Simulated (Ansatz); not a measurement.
# Bi (sc type) under strong compression

```xyz
1
Lattice="3.2746 0.0000 0.0000 0.0000 3.2746 0.0000 0.0000 0.0000 3.2746" Properties=species:S:1:pos:R:3 pbc="T T T"
Bi    0.0000    0.0000    0.0000
```

The cell comes from a relaxation on PAW files under the same functional, begun from a prototype that needn't be the stable phase.

Its volume is scaled at fixed shape and fractional positions.

Level of theory: DFT with PBE, scalar-relativistic, in Ansatz 0.2.0; a Γ-centred 13×13×13 k mesh, Fermi–Dirac smearing of 0.08 eV, no spin polarisation. LAPW: all electrons, basis error target 1 meV/atom; PAW: frozen-core files, cutoff 420 eV; crystal datasets: all electrons, by PAW datasets that the program makes for each cell; norm-conserving: pseudopotentials, cutoff 898 eV; PAW (cutoff 250 eV): frozen-core files, cutoff 250 eV.

Energies are extrapolated to zero smearing and count from the unscaled cell; pressure is positive in compression; gaps take the mesh and a band path. No temperature or zero-point motion is included.

Spin–orbit coupling is left out, which matters for the heavy atoms. The structure type is held throughout; the real material can change phase at far lower pressure.

```
V/V0  V (Å³/atom)  P LAPW (GPa)  ΔE LAPW (eV/atom)  P PAW − LAPW (GPa)  ΔE PAW − LAPW (meV/atom)
1.00        35.11          0.01              0.000               -0.02                       0.0
0.88        30.90          8.01              0.092               -0.03                      -0.5
0.78        27.39          20.7              0.392               -0.03                      -1.1
0.68        23.88          44.4              1.077               -0.03                      -1.8
0.58        20.37          91.1              2.505               -0.03                      -2.4
0.50        17.56             ?                  ?                   ?                         ?
0.43        15.10         280.7              7.965                0.21                      -1.2
```

Question: Fit the Vinet equation to the LAPW pressures shown (residuals weighted by 1/(|P| + 0.03·Pmax)), and predict the pressure of the withheld row.

Answer: The fit gives V0 = 35.16 Å³/atom, B0 = 43.2 GPa and B0′ = 5.36. At 17.56 Å³/atom, x = (V/V0)^(1/3) = 0.7934, and P = 3·B0·(1 − x)/x²·exp[1.5·(B0′ − 1)·(1 − x)] = 164.3 GPa. The run itself gave 162.4 GPa (+1.1 % off) and ΔE = 4.655 eV/atom.

Question: At the smallest volume, how far do crystal datasets and norm-conserving and PAW (cutoff 250 eV) lie from LAPW in pressure?

Answer: crystal datasets: 0.00 GPa; norm-conserving: +1.31 GPa; PAW (cutoff 250 eV): +0.24 GPa, on a LAPW pressure of 280.7 GPa.

Question: How do the Löwdin populations by LAPW change from the unscaled cell to the last row?

Answer: Bi 6s 1.89 → 1.60, Bi 6p 3.10 → 3.38 electrons an atom. These are projections on the shells that the free atoms fill; 0.02 e a cell lies outside them at the start and 0.09 e at the end.
